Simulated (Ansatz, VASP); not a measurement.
**Two plane-wave programs on Fe**

The input INCAR:

```
ALGO     = Normal         # electronic algorithm
EDIFF    = 1E-6           # SCF threshold, eV
ENCUT    = 520            # plane-wave cutoff, eV
GGA      = PE             # functional
ISIF     = 2              # what is computed and relaxed
ISMEAR   = -1             # smearing method
ISPIN    = 2              # spin polarisation
LASPH    = True           # aspherical terms in the spheres
LCHARG   = False          # write CHGCAR
LMAXMIX  = 4              # l up to which the mixer works
LORBIT   = 11             # projections on sites
LREAL    = False          # projectors in reciprocal space
LWAVE    = False          # write WAVECAR
MAGMOM   = 4 4            # initial moments
NBANDS   = 19             # bands
NELM     = 150            # most SCF steps
PREC     = Accurate       # precision mode
SIGMA    = 0.05           # smearing width, eV
```

Contents of KPOINTS:

```
k-points
0
Gamma
  12 12 6
```

File POSCAR:

```
Fe
1.0
    0.0000000000      1.8195000000      1.8195000000
    1.8195000000      0.0000000000      1.8195000000
    3.6390000000      3.6390000000      0.0000000000
Fe
2
Direct
    0.0000000000      0.0000000000      0.0000000000
    0.0000000000      0.0000000000      0.5000000000
```

Input for Ansatz:

```yaml
crystal:
  lattice:
    - [0.0, 1.8195, 1.8195]
    - [1.8195, 0.0, 1.8195]
    - [3.639, 3.639, 0.0]
  atoms:
    - { symbol: Fe, position: [0.0, 0.0, 0.0], spin: 4.0 }
    - { symbol: Fe, position: [0.0, 0.0, 0.5], spin: 4.0 }
magnetization:
  spin_polarized: true
hamiltonian:
  xc: pbe
  pseudopotentials: { kind: paw }
basis:
  ecutwfc: 420
kpoints:
  mp_grid: { grid: [12, 12, 6] }
scf:
  occupations: { method: fermi_dirac, width: 0.05 }
output:
  forces: true
  stress: true
```

Alike in both runs: task single point; functional PBE; k mesh 12 × 12 × 6; occupations fermi-dirac, width 0.05 eV; collinear spin.

|  | VASP | Ansatz |
| --- | --- | --- |
| version | VASP 6.6.1 | Ansatz 0.2.0 |
| potentials or method | VASP PAW PBE potentials, release 64 (Fe) | PAW, plane waves, scalar-relativistic |
| plane-wave cutoff (eV) | 520 | 420 |
| valence electrons in the cell | 16 | 32 |

|  | VASP | Ansatz | Ansatz less VASP |
| --- | --- | --- | --- |
| pressure (GPa) | -0.9 | -0.7 | +0.14 |
| net moment per atom (μB) | 2.57 | 2.56 | -0.006 |
| size of the moment on the site where the two differ most (μB) | 2.57 | 2.61 | +0.041 |

Site moments also hang on the region over which each program counts them. The two sets of potentials don't hold the same shells in valence.
